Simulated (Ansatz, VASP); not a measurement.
# Al in VASP and in Ansatz

The input INCAR:

```
SYSTEM = Al
ALGO = Fast
EDIFF = 1E-7
ENCUT = 520
GGA = PS
ISIF = 2
ISMEAR = 0
IVDW = 12
LASPH = .TRUE.
LCHARG = .FALSE.
LREAL = .FALSE.
LWAVE = .FALSE.
NBANDS = 8
NELM = 60
PREC = Accurate
SIGMA = 0.15
```

The input KPOINTS:

```
k-points
0
G
  26 26 26
  0 0 0
```

POSCAR

```
Al
1.0
    0.0049531940      1.9812776140      1.9812776140
    1.9812776140      0.0049531940      1.9812776140
    1.9862308080      1.9862308080      0.0000000000
Al
1
Direct
    0.0000000000      0.0000000000      0.0000000000
```

Input for Ansatz:

```yaml
crystal:
  lattice:
    - [0.004953194, 1.981277614, 1.981277614]
    - [1.981277614, 0.004953194, 1.981277614]
    - [1.986230808, 1.986230808, 0.0]
  atoms:
    - { symbol: Al, position: [0.0, 0.0, 0.0] }
basis:
  ecutwfc: 420
kpoints:
  mp_grid: { grid: [26, 26, 26] }
hamiltonian:
  xc: pbesol
  dispersion: d3bj
scf:
  occupations: { method: gaussian, width: 0.15 }
output:
  forces: true
  stress: true
  eigenvalues: true
  write_density: true
  write_potential: true
  elf: true
  volumetric_format: npy
```

Change from the starting cell: strain +0.0050 x Voigt [0, 0, 0, 0, 0, 1], atoms carried along.

Alike in both runs: task single point; functional PBEsol; dispersion D3(BJ); k mesh 26 × 26 × 26; occupations gaussian, width 0.15 eV; no spin polarisation.

```csv
,VASP,Ansatz
version,VASP 6.6.1,Ansatz 0.2.0
potentials or method,"VASP PAW PBE potentials, release 64 (Al)","scalar-relativistic, plane waves, PAW"
plane-wave cutoff (eV),520,420
valence electrons in the cell,3,3
```

Ansatz gave:

* gap on the k mesh at the Fermi level (eV): none
* pressure (GPa): 0.0
* largest component of the traceless stress (GPa): 0.27

Estimate VASP's values.

gap on the k mesh at the Fermi level (eV): none; pressure (GPa): 0.1; largest component of the traceless stress (GPa): 0.28.

A gap of «none» marks a metal or a gap that the smearing closes.

Caveats: the PAW data sets were made with another functional, which shifts forces and pressure a little (VASP); pairwise dispersion overbinds metals, which lowers pressure and volume.
